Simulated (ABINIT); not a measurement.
CaSe in ABINIT: the effect of functional

Crystal: CaSe.

```
CELL_PARAMETERS angstrom
0.00000 2.95600 2.95600
2.95600 0.00000 2.95600
2.95600 2.95600 0.00000
ATOMIC_POSITIONS crystal
Se 0.50000 0.50000 0.50000
Ca 0.00000 0.00000 0.00000
```

Alike in all runs:

```yaml
Program: ABINIT 10.8.3 (patched build)
Task: band structure
k_mesh: 8 × 8 × 8
Occupations: fermi-dirac, width 0.05 eV
Spin: no spin polarisation
```

Task: One run gave: gap on the mesh 1.94 eV; pressure -1.1 GPa. Which functional did it use?
A. LDA
B. PBEsol
C. r2SCAN

Result: B.

```csv
functional,potentials or basis,cutoff,gap on the mesh (eV),pressure (GPa)
PBEsol,PseudoDojo NC SR PBEsol v0.4.1 standard,1170 eV,1.94,-1.1
LDA,JTH PAW LDA v2.0,517 eV,1.86,-3.3
r2SCAN,JTH PAW PBE v2.0,626 eV,2.48,0.5
```

Caveats: the PAW data sets were made with another functional, which shifts forces and pressure a little (some runs).

The runs don't all hold the same shells in valence.
